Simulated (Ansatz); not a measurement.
# TiO₂ (fluorite): gap against strain (uniaxial along x, other directions held)

TiO₂ (fluorite), relaxed with r2SCAN in Ansatz 0.2.0, then strained (uniaxial along x, other directions held; changes of length per length, axes as in the cell below) with the atoms relaxed again within the symmetry that is left. Space group Fm-3m (No. 225), cubic; conventional cell a = 4.794 Å, 9.18 Å³ an atom. Ti has 8 O at 2.08 Å; O has 4 Ti at 2.08 Å. (Calculated; spin-unpolarised; the phase may be known or hypothetical.)

```yaml
crystal:
  lattice:
    - [0.00000, 2.39683, 2.39683]
    - [2.39683, 0.00000, 2.39683]
    - [2.39683, 2.39683, 0.00000]
  atoms:
    - { symbol: Ti, position: [0.00000, 0.00000, 0.00000] }
    - { symbol: O, position: [0.25000, 0.25000, 0.25000] }
    - { symbol: O, position: [0.75000, 0.75000, 0.75000] }
```

Gaps are the least over each mesh (PBE 10×10×10, r2SCAN 10×10×10, HSE06 6×6×6 when unstrained) and the special points, which keep their unstrained names; stress is the change from the unstrained cell, compression positive.

```
strain (%)  gap, PBE (eV)  gap, r2SCAN (eV)  gap, HSE06 (eV)  edges, HSE06  stress along the strain, r2SCAN (GPa)  energy rise, r2SCAN (meV/atom)
     -4.82          0.616             0.976            2.091         X → Γ                                 +36.23                            48.0
      -3.0          0.835             1.198            2.316         X → Γ                                 +21.48                            18.0
      -2.5          0.892             1.254            2.375         X → Γ                                 +17.67                            12.4
     -1.78          0.969             1.332            2.453         X → Γ                                 +12.34                             6.2
     -1.77          0.970             1.333            2.454         X → Γ                                 +12.27                             6.1
       0.0          1.145             1.508            2.630         X → Γ                                   0.00                             0.0
     +0.35          1.119             1.481            2.601         X → Γ                                  -2.30                             0.2
     +5.29          0.759             1.101            2.181         X → Γ                                 -30.80                            48.7
```

Between zero and the nearest strains the slope of the HSE06 gap against strain is +0.099 eV per percent for negative and -0.083 for positive strain; it falls either way, as happens when edge states split or other valleys take over.

The meshes of the hybrids are coarse, so their gaps aren't converged to the digits shown.
